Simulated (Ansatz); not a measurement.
Input of an Ansatz 0.2.0 run:

input.yaml

```yaml
crystal:
  lattice:
    - [5.196, 0.0, 0.0]
    - [-2.598, 4.4998679981, 0.0]
    - [0.0, 0.0, 2.911]
  atoms:
    - { symbol: Ta, position: [0.0, 0.0, 0.0] }
    - { symbol: Ta, position: [0.6666666667, 0.3333333333, 0.5] }
    - { symbol: Ta, position: [0.3333333333, 0.6666666667, 0.5] }
    - { symbol: "N", position: [0.0, 0.39285, 0.0] }
    - { symbol: "N", position: [0.60715, 0.60715, 0.0] }
    - { symbol: "N", position: [0.39285, 0.0, 0.0] }
hamiltonian:
  xc: pbesol
  pseudopotentials: { kind: paw }
kpoints:
  mp_grid: { grid: [6, 6, 9] }
  band_path:
    path:
      - [[0.0, 0.0, 0.0], [0.5, 0.0, 0.0], [0.3333333333, 0.3333333333, 0.0], [0.0, 0.0, 0.0], [0.0, 0.0, 0.5], [0.5, 0.0, 0.5], [0.3333333333, 0.3333333333, 0.5], [0.0, 0.0, 0.5]]
      - [[0.5, 0.0, 0.5], [0.5, 0.0, 0.0]]
      - [[0.3333333333, 0.3333333333, 0.0], [0.3333333333, 0.3333333333, 0.5]]
    npoints: 14
scf:
  occupations: { method: fermi_dirac, width: 0.05 }
  n_extra_bands: 15
output:
  forces: true
  stress: true
  eigenvalues: true
  fatbands: true
```

Potentials or basis: Ansatz PAW.

The run is started by

```sh
$ ansatz run input.yaml --threads 2 --pin off --max-ram 5632MiB --backend cpu --events-out ev --progress --plain --runs-dir out
```

Problem. Predict the pressure.

Solution. -3.8 GPa.

Problem. What does it give for the band gap on the k mesh?

Solution. None (metal or under the smearing width).

Forces on the atoms (eV/Å):
```
Ta   0.000  0.000  0.000
Ta   0.000  0.000  0.000
Ta   0.000  0.000  0.000
N   -0.008  0.015  0.000
N   -0.008 -0.015  0.000
N    0.017  0.000  0.000
```

Caveat: the pressure holds a Pulay correction of +0.5 GPa for the finite cutoff; spin-orbit coupling is left out, which moves the levels of the heavy elements; the PAW data sets come from PBE, with cores solved anew for the run's functional, which leaves a small shift of forces and pressure.
